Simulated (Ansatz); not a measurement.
# Fe2Ge (P6/mmm) in Ansatz: a series of runs

One crystal, Fe2Ge, is run at these levels: PBEsol; tasks: single point.

Program: Ansatz 0.2.0. These are calculated values, not measurements. Logs are shortened: lines on timing, memory, paths and dates and some standing lists are left out, and cuts for length are marked.

### Step 1. The cell of the first run

It takes space group P6/mmm (No. 191, hexagonal). The conventional cell has a = 3.997 Å, b = 3.997 Å, c = 2.626 Å, α = 90.00°, β = 90.00°, γ = 120.00°. Ge (site symmetry 6/mmm) is surrounded by 2 Ge at 2.63 Å and 12 Fe at 2.66 Å. Around Fe (site symmetry -6m2) lie 5 Fe at 2.31 to 2.63 Å.

The cell comes from a database or a generator and needn't be the stable form of this composition.

### Step 2. Single point, PBEsol, collinear spin, ferromagnetic start, 12.11 Å³/atom (strain_xy = -0.04)

File input.yaml:

```yaml
crystal:
  lattice:
    - [3.9970887164, 0.0, 0.0]
    - [-1.9985443582, 3.4615803696, 0.0]
    - [0.0, 0.0, 2.626466]
  atoms:
    - { symbol: Ge, position: [0.0, 0.0, 0.0] }
    - { symbol: Fe, position: [0.3333333333, 0.6666666667, 0.5], spin: 3.0 }
    - { symbol: Fe, position: [0.6666666667, 0.3333333333, 0.5], spin: 3.0 }
kpoints:
  mp_grid: { grid: [7, 7, 10] }
scf:
  occupations: { method: fermi_dirac, width: 0.05 }
hamiltonian:
  xc: pbesol
  pseudopotentials: { kind: all_electron, lapw: { basis_error: 0.002 } }
magnetization:
  spin_polarized: true
output:
  forces: true
  stress: true
  eigenvalues: true
```

Potentials or basis: all-electron LAPW, scalar-relativistic.

Run with:

```bash
$ ansatz run input.yaml --threads 4 --pin off --max-ram 12288MiB --backend cpu --events-out ev --progress --plain --runs-dir out
```

Output:

```text
Warning: RAYON_NUM_THREADS=4 ignored (pool sized by the plan → 4); use --threads N
LAPW: plane waves up to 9.404 Å⁻¹, error target 2.0e-3 eV per atom; small_component_spin mean_spin; Fe in spheres of 1.154 Å, 16 of its electrons in bands, Dirac shells []; Ge in spheres of 1.157 Å, 22 of its electrons in bands, Dirac shells [] (how accurate: hamiltonian.pseudopotentials.lapw.basis_error, Limitations)
Engine: ansatz 0.2.0, x86_64-unknown-linux-gnu
Pseudopotentials: kind: all_electron
Pseudopotential: Ge, LAPW, valence charge 22, lapw/all_electron/scalar/gaussian/Ge, Koelling and Harmon's equation, gaussian nucleus
Pseudopotential: Fe, LAPW, valence charge 16, lapw/all_electron/scalar/gaussian/Fe, Koelling and Harmon's equation, gaussian nucleus
Functional definition: PBEsol
  exchange = pbesol_x
  correlation = pbesol_c
Crystal: 3 atoms, lattice volume = 36.340 Å³
Basis set: ecut = 336.92406638144695 eV, 493 PW (Γ), exchange–correlation at level 2
Bands: 36, of which v1, the nominal top of the filled ones, is band 27 counted from 1 (26 counted from 0)
Symmetry: 24 space group operations
Space group: P6/mmm (ITA 191), of the structure as read, at distance tolerance 3.3e-5 Å
Magnetic group: BNS 191.233 (UNI 1463), of the structure as read, at distance tolerance 3.3e-5 Å
k-points: 48 of 490
Non-local potential: Ge, projectors of the file, none
Non-local potential: Fe, projectors of the file, none
Initial density: superposition of atomic densities (chi_scale 0.1, normalization cell)
Starting moments: Σ|m| = 6 μB on 2 of 3 sites
Initial wavefunctions: plane waves of lowest kinetic energy (no species holds an atomic orbital)
Functional: x = pbesol(κ = 0.804, μ = 0.12345679012345678), c = pbesol(β = 0.046)
iter 1 solved again at ethr=2.72e-3 eV; its pass at ethr=1.00e-1 eV (dr2=1.47e0 eV) is discarded
SCF iter   1: F=—  HF=-126279.665300 eV  |F-HF|=—  |Δ(HF+E_count)|=         —  Δρ=5.00e-2 (↑2.97e-2 ↓5.00e-2)  dr2=1.47e0  dr2_m=3.97e-1  M=4.159 μB ∫|m|=4.303 μB  β_m=0.30  ethr=2.72e-3  ⟨swp⟩=2.0  Hψ=21469  notcnv=0
Mixer restart at iter 1: flushing history
preconditioner: auto → none  [metal: Δε(μ)=0.018 eV  Ē_g=15.492 eV  σ=0.050 eV  W_gap=0.09  n_scr=8 (ndim 8)  ℏωp=33.7 eV  f_vac=0.000  D(μ)=2.96/eV (n_scr^D=32)  sad-step TF]
SCF iter   2: F=—  HF=-126279.425229 eV  |F-HF|=—  |Δ(HF+E_count)|=   2.40e-1  Δρ=3.60e-2 (↑2.26e-2 ↓3.60e-2)  dr2=6.88e-1  dr2_m=2.19e-1  M=4.106 μB ∫|m|=4.229 μB  β_m=0.63  ethr=2.72e-3  ⟨swp⟩=2.0  Hψ=10367  notcnv=0
SCF iter   3: F=—  HF=-126279.376093 eV  |F-HF|=—  |Δ(HF+E_count)|=   4.91e-2  Δρ=9.69e-3 (↑9.40e-3 ↓9.69e-3)  dr2=2.37e-1  dr2_m=6.32e-4  M=4.089 μB ∫|m|=4.225 μB  β_m=0.51  ethr=1.27e-3  ⟨swp⟩=2.3  Hψ=10397  notcnv=0
iter 4 solved again at ethr=1.82e-5 eV; its pass at ethr=4.40e-4 eV (dr2=9.80e-3 eV) is discarded
SCF iter   4: F=—  HF=-126279.165125 eV  |F-HF|=—  |Δ(HF+E_count)|=   2.11e-1  Δρ=7.43e-3 (↑7.43e-3 ↓4.08e-3)  dr2=9.82e-3  dr2_m=1.01e-2  M=3.818 μB ∫|m|=3.925 μB  β_m=0.53  ethr=1.82e-5  ⟨swp⟩=2.0  Hψ=17379  notcnv=0
SCF iter   5: F=—  HF=-126279.168461 eV  |F-HF|=—  |Δ(HF+E_count)|=         —  Δρ=4.16e-3 (↑4.16e-3 ↓2.32e-3)  dr2=2.28e-3  dr2_m=3.27e-3  M=3.776 μB ∫|m|=3.885 μB  β_m=0.76  ethr=1.82e-5  ⟨swp⟩=2.2  Hψ=9609  notcnv=0
the basis was enlarged: its passes take 766.3 KiB over the memory plan, 4 of 4 planned eigensolver slots
SCF iter   6: F=—  HF=-126279.168443 eV  |F-HF|=—  |Δ(HF+E_count)|=   1.75e-5  Δρ=5.13e-4 (↑5.13e-4 ↓4.70e-4)  dr2=1.13e-4  dr2_m=5.84e-5  M=3.722 μB ∫|m|=3.830 μB  β_m=0.70  ethr=4.23e-6  ⟨swp⟩=2.6  Hψ=10127  notcnv=0
SCF iter   7: F=—  HF=-126279.167676 eV  |F-HF|=—  |Δ(HF+E_count)|=   7.67e-4  Δρ=2.74e-4 (↑2.70e-4 ↓2.74e-4)  dr2=5.98e-5  dr2_m=1.68e-5  M=3.723 μB ∫|m|=3.830 μB  β_m=0.74  ethr=2.09e-7  ⟨swp⟩=3.0  Hψ=10287  notcnv=0
SCF iter   8: F=—  HF=-126279.167728 eV  |F-HF|=—  |Δ(HF+E_count)|=   5.19e-5  Δρ=2.51e-4 (↑2.49e-4 ↓2.51e-4)  dr2=4.30e-6  dr2_m=2.01e-5  M=3.709 μB ∫|m|=3.815 μB  β_m=0.85  ethr=1.11e-7  ⟨swp⟩=2.8  Hψ=9697  notcnv=0
SCF iter   9: F=—  HF=-126279.167735 eV  |F-HF|=—  |Δ(HF+E_count)|=   6.66e-6  Δρ=9.22e-5 (↑9.07e-5 ↓9.22e-5)  dr2=9.23e-8  dr2_m=2.76e-6  M=3.698 μB ∫|m|=3.802 μB  β_m=0.92  ethr=7.95e-9  ⟨swp⟩=3.0  Hψ=10536  notcnv=0
SCF iter  10: F=—  HF=-126279.167736 eV  |F-HF|=—  |Δ(HF+E_count)|=   6.35e-7  Δρ=2.34e-5 (↑1.42e-5 ↓2.34e-5)  dr2=7.39e-7  dr2_m=5.51e-8  M=3.690 μB ∫|m|=3.795 μB  β_m=0.87  ethr=1.71e-10  ⟨swp⟩=3.0  Hψ=10925  notcnv=0
SCF iter  11: F=—  HF=-126279.167735 eV  |F-HF|=—  |Δ(HF+E_count)|=   1.17e-7  Δρ=3.58e-6 (↑3.58e-6 ↓2.45e-6)  dr2=5.77e-9  dr2_m=2.40e-9  M=3.690 μB ∫|m|=3.794 μB  β_m=0.82  ethr=1.71e-10  ⟨swp⟩=3.0  Hψ=10548  notcnv=0
SCF iter  12: F=-126279.167735 eV  HF=-126279.167735 eV  |F-HF|=3.49e-10  |Δ(HF+E_count)|=   3.68e-9  Δρ=4.71e-7 (↑4.71e-7 ↓3.56e-7)  dr2=7.59e-11  dr2_m=3.89e-11  M=3.689 μB ∫|m|=3.794 μB  ethr=1.07e-11  ⟨swp⟩=2.0  Hψ=9581  notcnv=0
SCF 1 converged in 12 iterations: F = -126279.167735 eV  dr2 = 7.59e-11
SCF converged after 12 iterations
Magnetization: 3.6894 μB (28.8447 up, 25.1553 down)
Absolute magnetization: 3.7943 μB (∫|ρ↑−ρ↓|)
Spin contamination: 0.0521 ħ² per cell (⟨S²⟩ above its minimum at these occupations)
Per-site moments (μB) at R_I (Å): [(-0.012589693486408038, 1.1572603791830076), (1.830779916200191, 1.1538601060032332), (1.830779916200191, 1.1538601060032332)]
Free energy (F): -126279.167735 eV
Harris-Foulkes:  -126279.167735 eV  (|F-HF|=3.49e-10)
Internal energy: -126279.132080 eV  (E = F + TS)
E sigma→0 (E₀):  -126279.149908 eV
Entropy (-TS):   -0.035655 eV (-11.885 meV/atom)
Fermi energy:    19.108011 eV
--- Per-component energies (eV) ---
  E_band       = -1262.460243
  E_kinetic    = 128413.373843
  E_xc         = -5111.755892
  E_electrostatic = -249580.750031  (all electrons and nuclei)
  E_smearing   = -0.035655  (= −TS)
  E_closure    = 0.000000  (closes the sum)
  E_atoms      = -126255.317907  (free atoms, spherical and without spin; not in F)
  Σ components = -126279.167735   (vs F -126279.167735, Δ=0.00e0)
  Basis errors (estimates in eV, not in F): energy 7.0e-4 per atom: plane waves 6.1e-4 (3.4e-4 summed), levels above the bands 4.9e-83, relativity 2.1e-8, radial functions 8.4e-5, core shells 4.2e-8; eigenvalues (radial functions only) 2.6e-6; not estimated: angular momenta, meshes, grids; target (lapw.basis_error) 2.0e-3; muffin-tin radii Fe 1.154 Å, Ge 1.157 Å
--- Forces (eV/Å), atoms counted from 1 ---
  atom   1  Ge     0.00000000    -0.00000000     0.00000000
  atom   2  Fe     0.00000000    -0.00000000     0.00000000
  atom   3  Fe    -0.00000000     0.00000000    -0.00000000
  max |Σ_I F_I| component: 4.63e-18 eV/Å
--- Stress (GPa, compression-positive) ---
       -1.717096       0.000000       0.000000
        0.000000      -1.717096       0.000000
        0.000000       0.000000      -0.567227
  P = ⅓ Tr σ = -1.3338 GPa (-13.338 kbar)
--- Band table (eV; the first three rows and the last of 96) ---
  k-point 0 ↑: bands = ["-144.6620", "-92.0158", "-91.9491", "-91.9491", "-68.6117", "-68.4994", "-34.9198", "-34.9198", "-34.8148", "-34.7357", "-34.5650", "-34.5650", "-6.1298", "-5.9082", "-5.9082", "-5.9069", "-5.9069", "5.9511", "14.2739", "14.2739", "15.1291", "16.4300", "16.4300", "16.4615", "17.0197", "17.0197", "18.0943", "18.0943", "20.2761", "21.8620", "21.8620", "22.5350", "22.5350", "26.3741", "27.4986", "32.6381"]
  k-point 1 ↑: bands = ["-144.6620", "-92.0163", "-91.9491", "-91.9491", "-68.6102", "-68.4980", "-34.9181", "-34.9181", "-34.8299", "-34.7491", "-34.5638", "-34.5638", "-6.1031", "-5.9191", "-5.9191", "-5.9060", "-5.9060", "6.1725", "14.3991", "14.3991", "15.2185", "16.3220", "16.3220", "16.6833", "16.9405", "16.9405", "17.9901", "17.9901", "20.4026", "21.9522", "21.9522", "22.9176", "22.9176", "24.5471", "27.5060", "34.9044"]
  k-point 2 ↑: bands = ["-144.6619", "-92.0178", "-91.9490", "-91.9490", "-68.6062", "-68.4944", "-34.9137", "-34.9137", "-34.8692", "-34.7842", "-34.5607", "-34.5607", "-6.0333", "-5.9476", "-5.9476", "-5.9035", "-5.9035", "6.8331", "14.7515", "14.7515", "15.3185", "15.9715", "15.9715", "16.8736", "16.8736", "17.3002", "17.7138", "17.7138", "20.8267", "21.7408", "22.2047", "22.2047", "23.9208", "23.9208", "27.5190", "33.4192"]
  k-point 47 ↓: bands = ["-144.6594", "-92.0200", "-91.9460", "-91.9460", "-66.4751", "-66.4532", "-33.0236", "-32.8328", "-32.7508", "-32.7428", "-32.7234", "-32.5578", "-6.0198", "-6.0180", "-5.8889", "-5.8875", "-5.8481", "11.5885", "13.1832", "15.1364", "15.1756", "16.8905", "17.4584", "18.0848", "19.4468", "19.4911", "19.8111", "19.9332", "20.8719", "20.8810", "22.0690", "22.6192", "22.7855", "27.4232", "29.3688", "30.6723"]
```

It took 8 s on 4 threads of Intel Xeon 6975P-C (Granite Rapids), shared host; peak memory 0.61 GiB.

What came out:

```
Free energy            : -126279.1677 eV
Pressure               : -1.3 GPa
Band gap on the k mesh : none (metal or under the smearing width)
Net moment             : 3.69 μB per cell
Absolute moment        : 3.79 μB per cell
Site moments           : Ge -0.01; Fe +1.83 μB
```

### Step 3. Single point, PBEsol, collinear spin, ferromagnetic start, 12.62 Å³/atom (strain_xy = -0.02)

input.yaml: that of step 2 with these lines changed.

```diff
@@ -2,4 +2,4 @@
   lattice:
-    - [3.9970887164, 0.0, 0.0]
-    - [-1.9985443582, 3.4615803696, 0.0]
+    - [4.080361398, 0.0, 0.0]
+    - [-2.040180699, 3.5336966273, 0.0]
     - [0.0, 0.0, 2.626466]
```

Potentials or basis: all-electron LAPW, scalar-relativistic.

Run with:

```bash
$ ansatz run input.yaml --threads 4 --pin off --max-ram 12288MiB --backend cpu --events-out ev --progress --plain --runs-dir out
```

It took 7.7 s on 4 threads of Intel Xeon 6975P-C (Granite Rapids), shared host; peak memory 0.61 GiB.

It converged, with:

```yaml
Free_energy: -126279.1562 eV
Pressure: -3.0 GPa
Band_gap_on_the_k_mesh: none (metal or under the smearing width)
Net_moment: 4.66 μB per cell
Absolute_moment: 4.76 μB per cell
Site_moments: Ge -0.00; Fe +2.31 μB
```
